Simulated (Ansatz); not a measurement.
CaF2 (fluorite)

```
CELL_PARAMETERS angstrom
      0.00000     2.75553     2.75553
      2.75553     0.00000     2.75553
      2.75553     2.75553     0.00000
ATOMIC_POSITIONS crystal
  Ca 0.00000 0.00000 0.00000
  F  0.75000 0.75000 0.75000
  F  0.25000 0.25000 0.25000
```

The atoms are displaced by Q × the pattern below (from a DFPT mode at Γ, largest move 1; Q in Å), at fixed cell. It is one choice among 3 degenerate patterns.

```tsv
atom	x	y	z
F2	0.000	0.000	-1.000
F3	0.000	0.000	1.000
```

Atoms not listed stay in place.

Calculation: PBE (plane waves to 420 eV, PAW, scalar-relativistic; Ansatz, a quantum-chemistry and plane-wave program). k mesh 10×10×10 (Γ-centred), Fermi-Dirac smearing 0.05 eV. Energies are smeared free energies. Compression counts positive. CaF2 was relaxed with its symmetry unable to fall. ΔE is measured from the undisplaced structure.

```json
[
 {"Q (Å)": "-0.100", "ΔE (meV/cell)": "66.8", "P (GPa)": "0.62", "−dE/dQ from forces (eV/Å)": "1.365"},
 {"Q (Å)": "-0.083", "ΔE (meV/cell)": "46.0", "P (GPa)": "0.43", "−dE/dQ from forces (eV/Å)": "1.122"},
 {"Q (Å)": "-0.067", "ΔE (meV/cell)": "29.3", "P (GPa)": "0.27", "−dE/dQ from forces (eV/Å)": "0.888"},
 {"Q (Å)": "-0.050", "ΔE (meV/cell)": "16.4", "P (GPa)": "0.15", "−dE/dQ from forces (eV/Å)": "0.660"},
 {"Q (Å)": "-0.033", "ΔE (meV/cell)": "7.3", "P (GPa)": "0.06", "−dE/dQ from forces (eV/Å)": "0.437"},
 {"Q (Å)": "-0.017", "ΔE (meV/cell)": "1.8", "P (GPa)": "0.01", "−dE/dQ from forces (eV/Å)": "0.218"},
 {"Q (Å)": "0.000", "ΔE (meV/cell)": "0.0", "P (GPa)": "0.00", "−dE/dQ from forces (eV/Å)": "0.000"},
 {"Q (Å)": "0.017", "ΔE (meV/cell)": "1.8", "P (GPa)": "0.01", "−dE/dQ from forces (eV/Å)": "-0.218"},
 {"Q (Å)": "0.033", "ΔE (meV/cell)": "7.3", "P (GPa)": "0.06", "−dE/dQ from forces (eV/Å)": "-0.437"},
 {"Q (Å)": "0.050", "ΔE (meV/cell)": "16.4", "P (GPa)": "0.15", "−dE/dQ from forces (eV/Å)": "-0.660"},
 {"Q (Å)": "0.067", "ΔE (meV/cell)": "29.3", "P (GPa)": "0.27", "−dE/dQ from forces (eV/Å)": "-0.888"},
 {"Q (Å)": "0.083", "ΔE (meV/cell)": "46.0", "P (GPa)": "0.43", "−dE/dQ from forces (eV/Å)": "-1.122"},
 {"Q (Å)": "0.100", "ΔE (meV/cell)": "66.8", "P (GPa)": "0.62", "−dE/dQ from forces (eV/Å)": "-1.365"}
]
```

Key numbers:

The energy at Q = 0.100 Å comes out as 66.8 meV/cell. Space group of the distorted cell: Immm (No. 71), lowered from Fm-3m. Symmetry of the curve: even: the same for both signs. Shape of the curve: a single well with its minimum at or next to zero displacement. Harmonic wavenumber from the curvature (finite differences): 306 cm⁻¹. Wavenumber by perturbation theory (DFPT, on another k mesh): 306 cm⁻¹.

(For displaced atoms, the force is minus the slope of the energy, and its curvature is a force constant, which sets phonon frequencies.)
